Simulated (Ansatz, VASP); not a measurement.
## BaTe: VASP beside Ansatz

Contents of INCAR:

```
ALGO = Normal ; EDIFF = 1E-7
ENCUT = 520 ; GGA = PE
GGA_COMPAT = F ; ISIF = 2
ISMEAR = 0 ; LASPH = T
LCHARG = F ; LORBIT = 11
LORBMOM = T ; LREAL = F
LSORBIT = T ; LWAVE = F
MAGMOM = 0 0 0 0 0 0 ; NBANDS = 28
NELM = 150 ; PREC = Accurate
SIGMA = 0.05
```

The input KPOINTS:

```
k-points
0
Gamma
  6 6 6
```

The input POSCAR:

```
BaTe
1.0
    0.0000000000      3.4099993980      3.4099993980
    3.4099993980      0.0000000000      3.4099993980
    3.4099993980      3.4099993980      0.0000000000
Ba Te
1 1
Direct
    0.5000000000      0.5000000000      0.5000000000
    0.0000000000      0.0000000000      0.0000000000
```

Input for Ansatz:

```yaml
crystal:
  lattice:
    - [0.0, 3.409999398, 3.409999398]
    - [3.409999398, 0.0, 3.409999398]
    - [3.409999398, 3.409999398, 0.0]
  atoms:
    - { symbol: Ba, position: [0.5, 0.5, 0.5] }
    - { symbol: Te, position: [0.0, 0.0, 0.0] }
basis:
  ecutwfc: 420
  ecutrho_ratio: 4
kpoints:
  mp_grid: { grid: [6, 6, 6] }
hamiltonian:
  xc: pbe
scf:
  occupations: { method: gaussian, width: 0.05 }
output:
  forces: true
  stress: true
  eigenvalues: true
  populations: true
  topological_invariants: true
magnetization:
  noncollinear: true
  spin_orbit: true
```

Alike in both runs: task single point; functional PBE; k mesh 6 × 6 × 6; occupations gaussian, width 0.05 eV; non-collinear spin, spin-orbit coupling.

```csv
,VASP,Ansatz
version,VASP 6.6.1,Ansatz 0.2.0
potentials or method,"VASP PAW PBE potentials, release 64 (Ba_sv, Te)","plane waves, PAW"
plane-wave cutoff (eV),520,420
valence electrons in the cell,16,26
```

VASP gave:

| Item | Value |
| --- | --- |
| gap on the k mesh at the Fermi level (eV) | 1.04 |
| least direct gap on the mesh (eV) | 1.41 |
| pressure (GPa) | 4.2 |
| net moment per atom (μB) | 0.00 |

Question: Estimate Ansatz's values.

Answer: gap on the k mesh at the Fermi level (eV): 1.15; least direct gap on the mesh (eV): 1.48; pressure (GPa): 3.8; net moment per atom (μB): 0.00.

The two sets of potentials don't hold the same shells in valence.
